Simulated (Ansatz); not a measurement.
# Ru: which structure wins, scalar-relativistic

Aim: relax Ru in several structures (bcc, hcp) and rank them by energy, scalar-relativistic. Methods of the runs shown: PAW and LAPW.

Computed with Ansatz 0.2.0 (DFT PBE, with the methods named in each step, unless a step's input says otherwise).

## Step 1: The structure to begin with

Symmetry: Im-3m, No. 229, cubic system. Conventional cell: a = 3.020 Å, b = 3.020 Å, c = 3.020 Å, α = 90.00°, β = 90.00°, γ = 90.00°. Ru (site symmetry m-3m) is surrounded by 8 Ru at 2.62 Å.

Structure file:

```cif
data_structure
_symmetry_space_group_name_H-M 'P 1'
_symmetry_Int_Tables_number 1
_cell_length_a 2.6152
_cell_length_b 2.6152
_cell_length_c 2.6152
_cell_angle_alpha 109.471
_cell_angle_beta 109.471
_cell_angle_gamma 109.471
_cell_volume 13.77
loop_
_atom_site_label
_atom_site_type_symbol
_atom_site_fract_x
_atom_site_fract_y
_atom_site_fract_z
_atom_site_occupancy
Ru1 Ru 0.00000 0.00000 0.00000 1
```

## Step 2: Bcc relaxed, PAW

The input, input.yaml:

```yaml
crystal:
  lattice:
    - [-1.5098609582, 1.5098609582, 1.5098609582]
    - [1.5098609582, -1.5098609582, 1.5098609582]
    - [1.5098609582, 1.5098609582, -1.5098609582]
  atoms:
    - { symbol: Ru, position: [0.0, 0.0, 0.0] }
kpoints:
  mp_grid: { grid: [19, 19, 19] }
scf:
  occupations: { method: fermi_dirac, width: 0.05 }
hamiltonian:
  xc: pbe
  pseudopotentials: { kind: paw }
output:
  forces: true
  stress: true
  write_density: true
  write_potential: true
  elf: true
  volumetric_format: npy
relax:
  f_tol: 0.005
  max_steps: 40
  cell: {}
```

Run with:

```console
$ ansatz run input.yaml --threads 1 --pin off --max-ram 3072MiB --backend cpu --events-out ev --progress --plain --runs-dir out
```

Output:

```text
Engine: ansatz 0.2.0
Pseudopotentials: kind: paw
Pseudopotential: Ru, paw, valence charge 16, recommended cutoff 420 eV (normal)
Functional definition: PBE
  parameter kappa = 0.804
  parameter beta = 0.06672455060314922
  exchange = pbe_x(kappa = kappa, mu = beta*pi^2/3)
  correlation = pbe_c(beta = beta)
Crystal: 1 atoms, lattice volume = 13.768 Å³
Basis set: ecut = 420 eV, 249 PW (Γ), exchange–correlation on 36×36×36 points (8 copies of the dense FFT grid, shifted against one another)
Bands: 12, of which v1, the nominal top of the filled ones, is band 8 counted from 1 (7 counted from 0)
Symmetry: 48 space group operations
Space group: Im-3m (ITA 229), of the structure as read, at distance tolerance 2.4e-5 Å
k-points: 220 of 6859
Non-local potential: Ru, projectors of the file, l = 0: 3, l = 1: 2, l = 2: 2, l = 3: 1
PAW form: soft (Blöchl's): semilocal exchange-correlation on the pseudo side does not see the compensation charge
PAW one-centre angular grid: Ru, 590 points (default); XC on 64 Gauss nodes
Initial density: superposition of atomic densities (neutral atoms: chi_scale 0, normalization atom), corrected by the library's trained network
Initial wavefunctions: pseudopotential atomic-orbital guess
Functional: x = pbe(κ = 0.804, μ = 0.2195149727645171), c = pbe(β = 0.06672455060314922)
SCF iter   1: F=—  HF=-5878.054207 eV  |F-HF|=—  |Δ(HF+E_count)|=         —  Δρ=3.07e-3  dr2=2.03e-4  ethr=1.77e-3  ⟨swp⟩=5.1  Hψ=14664  notcnv=0
preconditioner: auto → none  [metal: Δε(μ)=0.005 eV  Ē_g=11.203 eV  σ=0.050 eV  W_gap=0.03  n_scr=0 (ndim 8)  ℏωp=28.3 eV  f_vac=0.000  D(μ)=1.99/eV (n_scr^D=42)]
SCF iter   2: F=—  HF=-5878.054056 eV  |F-HF|=—  |Δ(HF+E_count)|=   1.51e-4  Δρ=1.65e-3  dr2=7.71e-5  ethr=1.27e-6  ⟨swp⟩=2.0  Hψ=6102  notcnv=0
SCF iter   3: F=—  HF=-5878.054210 eV  |F-HF|=—  |Δ(HF+E_count)|=   1.54e-4  Δρ=7.19e-4  dr2=6.14e-5  ethr=4.82e-7  ⟨swp⟩=2.2  Hψ=4251  notcnv=0
SCF iter   4: F=—  HF=-5878.054193 eV  |F-HF|=—  |Δ(HF+E_count)|=   1.66e-5  Δρ=1.61e-4  dr2=3.38e-6  ethr=3.84e-7  ⟨swp⟩=2.4  Hψ=3818  notcnv=0
iter 5 did not close the SCF: its close was put off for the readings that it lacked (scf_convergence_deferred on its scf_iter line)
SCF iter   5: F=-5878.054192 eV  HF=-5878.054192 eV  |F-HF|=4.65e-8  |Δ(HF+E_count)|=   1.03e-6  Δρ=2.80e-5  dr2=8.36e-8  ethr=2.11e-8  ⟨swp⟩=2.4  Hψ=3921  notcnv=0
SCF iter   6: F=-5878.054192 eV  HF=-5878.054192 eV  |F-HF|=2.40e-10  |Δ(HF+E_count)|=   1.80e-8  Δρ=2.02e-6  dr2=3.11e-10  ethr=5.23e-10  ⟨swp⟩=5.1  Hψ=14378  notcnv=0
SCF 1 converged in 6 iterations: F = -5878.054192 eV  dr2 = 3.11e-10
relax step   1: F+E_penalty+E_count = -5878.05419241 eV  Δ(F+E_penalty+E_count) = +0.000e0 eV  max|allowed force component| = 0.000e0 eV/Å  Δτ_max = 0.0000 Å  P = +10.085 GPa  Ω = 13.768 Å³  (6 SCF iters, dr2 threshold 1.00e-7 eV, accepted)
Crystal: 1 atoms, lattice volume = 14.688 Å³
Basis set: ecut = 420 eV, 321 PW (Γ), exchange–correlation on 36×36×36 points (8 copies of the dense FFT grid, shifted against one another)
Initial density: handed on by an earlier stage of this run
Initial wavefunctions: those handed on with the density
iter 1 solved again at ethr=1.86e-5 eV; its pass at ethr=3.10e-3 eV (dr2=2.97e-3 eV) is discarded
SCF iter   1: F=—  HF=-5878.056706 eV  |F-HF|=—  |Δ(HF+E_count)|=         —  Δρ=4.86e-3  dr2=3.01e-3  ethr=1.86e-5  ⟨swp⟩=2.0  Hψ=19421  notcnv=0
preconditioner: auto → none  [metal: Δε(μ)=0.005 eV  Ē_g=10.574 eV  σ=0.050 eV  W_gap=0.03  n_scr=0 (ndim 8)  ℏωp=27.4 eV  f_vac=0.000  D(μ)=2.21/eV (n_scr^D=42)]
SCF iter   2: F=—  HF=-5878.056154 eV  |F-HF|=—  |Δ(HF+E_count)|=   5.51e-4  Δρ=2.32e-3  dr2=3.01e-4  ethr=1.86e-5  ⟨swp⟩=2.2  Hψ=3902  notcnv=0
SCF iter   3: F=—  HF=-5878.056138 eV  |F-HF|=—  |Δ(HF+E_count)|=   1.61e-5  Δρ=9.80e-4  dr2=5.63e-5  ethr=1.88e-6  ⟨swp⟩=2.7  Hψ=4579  notcnv=0
SCF iter   4: F=—  HF=-5878.056148 eV  |F-HF|=—  |Δ(HF+E_count)|=   9.36e-6  Δρ=4.24e-4  dr2=1.02e-5  ethr=3.52e-7  ⟨swp⟩=1.0  Hψ=2640  notcnv=0
SCF iter   5: F=—  HF=-5878.056150 eV  |F-HF|=—  |Δ(HF+E_count)|=   2.22e-6  Δρ=8.96e-5  dr2=4.51e-7  ethr=6.38e-8  ⟨swp⟩=1.0  Hψ=2652  notcnv=0
SCF iter   6: F=-5878.056150 eV  HF=-5878.056150 eV  |F-HF|=1.84e-9  |Δ(HF+E_count)|=   1.39e-7  Δρ=9.31e-6  dr2=4.72e-9  ethr=6.25e-10  ⟨swp⟩=6.9  Hψ=13278  notcnv=0
SCF 2 converged in 6 iterations: F = -5878.056150 eV  dr2 = 4.72e-9
relax step   2: F+E_penalty+E_count = -5878.05615009 eV  Δ(F+E_penalty+E_count) = -1.958e-3 eV  max|allowed force component| = 0.000e0 eV/Å  Δτ_max = 0.0000 Å  P = -8.114 GPa  Ω = 14.688 Å³  energy of the carried Pulay correction = -4.372e-4 eV  (6 SCF iters, dr2 threshold 1.00e-7 eV, accepted)
Crystal: 1 atoms, lattice volume = 14.263 Å³
iter 1 solved again at ethr=4.94e-6 eV; its pass at ethr=3.10e-3 eV (dr2=7.91e-4 eV) is discarded
SCF iter   1: F=—  HF=-5878.068268 eV  |F-HF|=—  |Δ(HF+E_count)|=         —  Δρ=2.29e-3  dr2=6.49e-4  ethr=4.94e-6  ⟨swp⟩=2.0  Hψ=18301  notcnv=0
preconditioner: auto → none  [metal: Δε(μ)=0.014 eV  Ē_g=10.845 eV  σ=0.050 eV  W_gap=0.07  n_scr=0 (ndim 8)  ℏωp=27.8 eV  f_vac=0.000  D(μ)=2.09/eV (n_scr^D=42)]
SCF iter   2: F=—  HF=-5878.068134 eV  |F-HF|=—  |Δ(HF+E_count)|=   1.35e-4  Δρ=1.05e-3  dr2=5.78e-5  ethr=4.06e-6  ⟨swp⟩=2.2  Hψ=3684  notcnv=0
SCF iter   3: F=—  HF=-5878.068126 eV  |F-HF|=—  |Δ(HF+E_count)|=   8.06e-6  Δρ=4.45e-4  dr2=1.08e-5  ethr=3.61e-7  ⟨swp⟩=2.8  Hψ=4582  notcnv=0
SCF iter   4: F=—  HF=-5878.068128 eV  |F-HF|=—  |Δ(HF+E_count)|=   1.98e-6  Δρ=1.67e-4  dr2=1.45e-6  ethr=6.75e-8  ⟨swp⟩=1.0  Hψ=2640  notcnv=0
SCF iter   5: F=-5878.068128 eV  HF=-5878.068128 eV  |F-HF|=1.08e-8  |Δ(HF+E_count)|=   3.17e-7  Δρ=2.98e-5  dr2=4.68e-8  ethr=6.25e-10  ⟨swp⟩=6.0  Hψ=14375  notcnv=0
SCF 3 converged in 5 iterations: F = -5878.068128 eV  dr2 = 4.68e-8
relax step   3: F+E_penalty+E_count = -5878.06812799 eV  Δ(F+E_penalty+E_count) = -1.198e-2 eV  max|allowed force component| = 0.000e0 eV/Å  Δτ_max = 0.0000 Å  P = -0.551 GPa  Ω = 14.263 Å³  energy of the carried Pulay correction = -2.388e-4 eV  (5 SCF iters, dr2 threshold 1.00e-7 eV, accepted)
Crystal: 1 atoms, lattice volume = 14.234 Å³
iter 1 solved again at ethr=1.83e-8 eV; its pass at ethr=3.10e-3 eV (dr2=2.93e-6 eV) is discarded
SCF iter   1: F=—  HF=-5878.068194 eV  |F-HF|=—  |Δ(HF+E_count)|=         —  Δρ=1.74e-4  dr2=3.31e-6  ethr=1.83e-8  ⟨swp⟩=2.0  Hψ=17552  notcnv=0
preconditioner: auto → none  [metal: Δε(μ)=0.014 eV  Ē_g=10.867 eV  σ=0.050 eV  W_gap=0.07  n_scr=0 (ndim 8)  ℏωp=27.8 eV  f_vac=0.000  D(μ)=2.09/eV (n_scr^D=42)]
SCF iter   2: F=—  HF=-5878.068190 eV  |F-HF|=—  |Δ(HF+E_count)|=   3.71e-6  Δρ=8.59e-5  dr2=3.67e-7  ethr=1.83e-8  ⟨swp⟩=2.2  Hψ=3697  notcnv=0
SCF iter   3: F=-5878.068190 eV  HF=-5878.068190 eV  |F-HF|=1.20e-8  |Δ(HF+E_count)|=   6.40e-9  Δρ=3.44e-5  dr2=6.91e-8  ethr=6.25e-10  ⟨swp⟩=7.0  Hψ=13488  notcnv=0
SCF 4 converged in 3 iterations: F = -5878.068190 eV  dr2 = 6.91e-8
relax step   4: F+E_penalty+E_count = -5878.06819025 eV  Δ(F+E_penalty+E_count) = -6.226e-5 eV  max|allowed force component| = 0.000e0 eV/Å  Δτ_max = 0.0000 Å  P = +0.006 GPa  Ω = 14.234 Å³  energy of the carried Pulay correction = -2.253e-4 eV  (3 SCF iters, dr2 threshold 1.00e-7 eV, accepted)
Initial wavefunctions: pseudopotential atomic-orbital guess (no wavefunctions were taken with the density)
iter 1 solved again at ethr=1.03e-7 eV; its pass at ethr=3.10e-3 eV (dr2=1.65e-5 eV) is discarded
SCF iter   1: F=—  HF=-5878.068385 eV  |F-HF|=—  |Δ(HF+E_count)|=         —  Δρ=1.38e-4  dr2=2.78e-7  ethr=1.03e-7  ⟨swp⟩=3.0  Hψ=22606  notcnv=0
preconditioner: auto → none  [metal: Δε(μ)=0.014 eV  Ē_g=10.866 eV  σ=0.050 eV  W_gap=0.07  n_scr=0 (ndim 8)  ℏωp=27.8 eV  f_vac=0.000  D(μ)=2.09/eV (n_scr^D=42)]
SCF iter   2: F=—  HF=-5878.068383 eV  |F-HF|=—  |Δ(HF+E_count)|=   1.72e-6  Δρ=6.86e-5  dr2=5.80e-8  ethr=1.74e-9  ⟨swp⟩=2.7  Hψ=4324  notcnv=0
SCF iter   3: F=—  HF=-5878.068384 eV  |F-HF|=—  |Δ(HF+E_count)|=   5.70e-7  Δρ=1.71e-5  dr2=1.26e-8  ethr=3.62e-10  ⟨swp⟩=2.4  Hψ=3558  notcnv=0
SCF iter   4: F=—  HF=-5878.068384 eV  |F-HF|=—  |Δ(HF+E_count)|=   2.79e-8  Δρ=1.53e-6  dr2=1.09e-10  ethr=7.88e-11  ⟨swp⟩=2.8  Hψ=4358  notcnv=0
SCF iter   5: F=-5878.068384 eV  HF=-5878.068384 eV  |F-HF|=0.00e0  |Δ(HF+E_count)|=  1.82e-12  Δρ=5.52e-8  dr2=5.22e-14  ethr=1.00e-12  ⟨swp⟩=5.0  Hψ=10622  notcnv=0
SCF 5 converged in 5 iterations: F = -5878.068384 eV  dr2 = 5.22e-14
relax step   5: F+E_penalty+E_count = -5878.06838374 eV  Δ(F+E_penalty+E_count) = -1.935e-4 eV  max|allowed force component| = 0.000e0 eV/Å  Δτ_max = 0.0000 Å  P = -0.017 GPa  Ω = 14.234 Å³  stress off target by 1.70e-2 GPa  SCF on the basis re-selected at this cell (its energy is not comparable with the rows above)  (5 SCF iters)
basis re-selected at this cell: Δ(F+E_penalty+E_count) = -1.935e-4 eV, ΔP = -0.023 GPa vs the last step (what re-selecting the basis moved, of the pressure what is left beyond the Pulay correction that the steps carried, after the strain that the cell walked since its last selection, with what the two solves' SCF thresholds leave and, on support functions, any second-order correction that the steps lacked; it is no measure of the basis error at this ecutwfc). This SCF's stress stands 1.70e-2 GPa from its target on what of the cell is left free (relax.cell.stress_tol is 5.00e-2 GPa) and its largest allowed force component is 0.00e0 eV/Å (relax.f_tol is 5.00e-3 eV/Å): within both
SCF converged after 5 iterations
Free energy (F): -5878.068384 eV
Harris-Foulkes:  -5878.068384 eV  (|F-HF|=0.00e0)
Internal energy: -5878.051294 eV  (E = F + TS)
E sigma→0 (E₀):  -5878.059839 eV
Entropy (-TS):   -0.017090 eV (-17.090 meV/atom)
Fermi energy:    22.359762 eV
--- Per-component energies (eV) ---
  E_band       = -70.236526
  E_kinetic    = 513.543571
  E_local      = -1308.447477  (includes V_loc(G=0)·N_el)
  E_nonlocal   = 344.030008
  E_hartree    = 420.564199
  E_xc         = -189.960918
  E_vxc        = -238.424800  (∫ρ·V_xc dr)
  E_paw        = -3461.027142  (= ΣΔE_a)
  E_vpaw       = -222.066043  (= ΣTr[D̂ρ^β])
  E_aug_tail   = -0.000187  (compensation charges beyond the density's cutoff)
  E_ewald      = -2196.753349
  E_smearing   = -0.017090  (= −TS)
  E_closure    = 0.000000  (closes the sum)
  Σ components = -5878.068384   (vs F -5878.068384, Δ=0.00e0)
--- Forces (eV/Å), atoms counted from 1 ---
  atom   1  Ru     0.00000000    -0.00000000     0.00000000
  max |Σ_I F_I| component: 3.29e-32 eV/Å
--- Stress (GPa, compression-positive) ---
       -0.017047      -0.000000       0.000000
       -0.000000      -0.017047      -0.000000
       -0.000000      -0.000000      -0.017047
  P = ⅓ Tr σ = -0.0170 GPa (-0.170 kbar)
--- Band table (eV; the first three rows and the last of 220) ---
  k-point 0: bands = ["-50.7262", "-20.1794", "-20.1794", "-20.1794", "14.4904", "19.6163", "19.6163", "19.6163", "22.2616", "22.2616", "39.2393", "39.2393"]
  k-point 1: bands = ["-50.7219", "-20.2055", "-20.1878", "-20.1794", "14.6101", "19.5616", "19.6134", "19.7184", "22.1886", "22.2650", "39.3078", "39.3699"]
  k-point 2: bands = ["-50.7095", "-20.2810", "-20.2123", "-20.1796", "14.9549", "19.4069", "19.5967", "20.0202", "22.0144", "22.2770", "39.4445", "39.6466"]
  k-point 219: bands = ["-50.4496", "-20.8363", "-20.8318", "-20.8318", "16.2905", "16.3070", "23.9898", "23.9898", "24.0670", "31.3252", "31.7376", "31.7376"]
--- Relaxed structure (4 steps of the walk, 4 accepted, 1 SCFs on fresh bases) ---
  F+E_penalty+E_count = -5878.06838374 eV   max|allowed force component| = 0.000e0 eV/Å   (the final SCF, on the basis selected at the relaxed cell)
  cell:  # Å, volume = 14.2345 Å³
    - [-1.5267235061410067, 1.5267235061410067, 1.5267235061410067]
    - [1.5267235061410067, -1.5267235061410067, 1.5267235061410067]
    - [1.5267235061410067, 1.5267235061410067, -1.5267235061410067]
  atoms:
    - { symbol: Ru, position: [0.0, 0.0, 0.0] }
```

It took 9 s on 1 thread of Arm Neoverse V2, shared host; peak memory 0.31 GiB.

Step by step:

```tsv
step	energy from step 1 (eV/cell)	largest force component (eV/Å)	pressure (GPa)	volume (Å³)
1	0.0000	0.0000	10.08	13.77
2	-0.0020	0.0000	-8.11	14.69
3	-0.0139	0.0000	-0.55	14.26
4	-0.0140	0.0000	0.01	14.23
5	-0.0142	0.0000	-0.02	14.23
```

Step 1 is the start. Step 5 repeats the geometry before on a plane-wave basis chosen anew for that cell, so the energy can jump there without any move; the table keeps such jumps.

| input's cell | before | after | change |
| --- | --- | --- | --- |
| a (Å) | 2.615 | 2.644 | +1.1 % |
| b (Å) | 2.615 | 2.644 | +1.1 % |
| c (Å) | 2.615 | 2.644 | +1.1 % |
| volume (Å³/atom) | 13.77 | 14.23 | +3.4 % |

In short: pressure -0.02 GPa; no gap.

[end of part 1 of 2]
